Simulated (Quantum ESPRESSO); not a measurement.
Ti in Quantum ESPRESSO: the effect of target pressure

The system is Ti.

```xyz
1
Lattice="0.0000 2.0300 2.0300 2.0300 0.0000 2.0300 2.0300 2.0300 0.0000" Properties=species:S:1:pos:R:3 pbc="T T T"
Ti    0.0000    0.0000    0.0000
```

This isn't the form of Ti at room conditions, which is hcp.

Alike in all runs:

| Item | Value |
| --- | --- |
| Program | Quantum ESPRESSO 7.5 |
| Task | phonons |
| Functional | LDA |
| Potentials or basis | GBRV 1.5 LDA |
| Cutoff | 612 eV |
| Density cutoff | 4898 eV |
| k mesh | 11 × 11 × 11 |
| Occupations | cold, width 0.2 eV |
| Spin | no spin polarisation |

Each run relaxes the cell or the atoms first.

Problem. One run gave: relaxed volume 16.01 Å³/atom; highest phonon frequency 73 cm⁻¹. Which target pressure did it use?
A. 25 GPa
B. 80 GPa
C. 50 GPa
D. 10 GPa
E. 0 GPa

Solution. E.

```tsv
target pressure	relaxed volume (Å³/atom)	highest phonon frequency (cm⁻¹)
0 GPa	16.01	73
10 GPa	14.90	69
25 GPa	13.70	137
50 GPa	12.31	321
80 GPa	11.12	448
```

Caveats: some modes are imaginary; the q point doesn't lie on the k mesh, which can shift a metal's frequencies strongly unless the mesh is converged; the cell is more than 3 GPa from zero pressure, which shifts response properties (some runs); the mesh is thin for the phonons of a metal (some runs); the volume moved by over 15 % at a fixed basis, so the end points are rough (some runs).
